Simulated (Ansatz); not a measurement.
**As (Cmce) under several functionals**

Plane-wave DFT in Ansatz with scalar-relativistic PAW potentials. The same structure was relaxed (cell and atoms, symmetry kept) in separate runs at each level. This form isn't the element's structure at ambient conditions. No spin polarisation.

| level | cutoff (eV) | k mesh | V (Å³/atom) | a (Å) | b (Å) | c (Å) | gap (eV) |
| --- | --- | --- | --- | --- | --- | --- | --- |
| PBEsol | 420 | 12×12×10 | 21.765 | 3.726 | 10.869 | 4.299 | 0.00 |
| r2SCAN | 500 | 10×10×8 | 24.659 | 3.647 | 11.400 | 4.745 | 0.20 |
| PBE | 420 | 12×12×10 | 24.868 | 3.698 | 11.453 | 4.698 | 0.00 |

Problem. Where does PBE+D3(BJ) (420 eV, k mesh 12×12×10) fall?

Solution. V (Å³/atom) 21.733, a (Å) 3.736, b (Å) 10.827, c (Å) 4.298, gap (eV) 0.00. Its volume is the smallest of the set. The usual order of volumes, PBEsol < PBE, holds here (21.765, 24.868 Å³/atom). As a rule PBEsol, built on the gradient expansion of slowly varying densities, lies between LDA and PBE; PBE's stronger gradient term for exchange weakens bonds. Adding D3 to PBE changes the volume by -12.6 %; the term is attractive, so it pulls cells in, most where layers or molecules are weakly bound. r2SCAN lies 0.8 % under PBE in volume. Each gap belongs to its own cell, so it mixes the functional's effect with that of the volume; gaps are the least found on the k mesh or on a band path.